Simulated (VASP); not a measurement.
A run of VASP 6.6.1 is set up as follows.

The input INCAR:

```
PREC = Accurate
ENCUT = 520
EDIFF = 1E-6
ISMEAR = -1
SIGMA = 0.05
LREAL = Auto
LASPH = T
NELM = 100
ALGO = Fast
ISIF = 2
LWAVE = F
LCHARG = F
GGA = PE
IVDW = 12
NBANDS = 50
```

The input KPOINTS:

```
Automatic mesh
0
Gamma
  1 1 1
```

File POSCAR:

```
H14CO8
1.0
    6.4416880000      0.0000000000      0.0000000000
    0.0000000000      6.4416880000      0.0000000000
    0.0000000000      0.0000000000      6.4416880000
O H C
8 14 1
Direct
    0.8460049602      0.8728457510      0.4156674462
    0.6314649204      0.5577109602      0.8196609336
    0.2364442364      0.6416951582      0.3819961476
    0.6347404593      0.0260645967      0.0961859686
    0.9525919293      1.0658075958      0.7384710343
    0.0322586254      0.4883036869      0.6879873723
    0.4191758434     -0.1239116207      0.6429060209
    0.4523038061      0.1469490606      0.4322159037
    0.7500208020      0.9405453974      0.3345706902
    0.8531769934      0.7319665280      0.3582135614
    0.6073563327      0.4857422464      0.9472672380
    0.5745388476      0.7044426865      0.8277954474
    0.1485324965      0.5630511754      0.4863011062
    0.3227104448      0.5321276038      0.3423636786
    0.6842926885      0.1707626945      0.0602171356
    0.4978974455      0.0439946797      0.1704366930
    0.9663150404      0.9512258278      0.8440334273
    0.9023721733      0.9653215120      0.6358892266
   -0.1238340013      0.4808987955      0.7215810514
    0.0431408662      0.3424102502      0.6803651465
    0.3630414885     -0.2104417351      0.5170694389
    0.4990306889      0.1517614638      0.7466676436
    0.4417165190      0.0603102789      0.6036150773
```

Potentials or basis: VASP PAW PBE potentials, release 64 (O, H, C).

Command:

```console
$ cat potpaw_PBE.64/O/POTCAR potpaw_PBE.64/H/POTCAR potpaw_PBE.64/C/POTCAR > POTCAR
$ mpirun -np 1 vasp_gam > vasp.out
```

(1) What does it give for the pressure?

(2) Predict the band gap on the k mesh.

Answers

(1) 2.5 GPa.

(2) 4.32 eV, direct.

Caveat: the standard files for N, O and F lose accuracy on very short bonds.
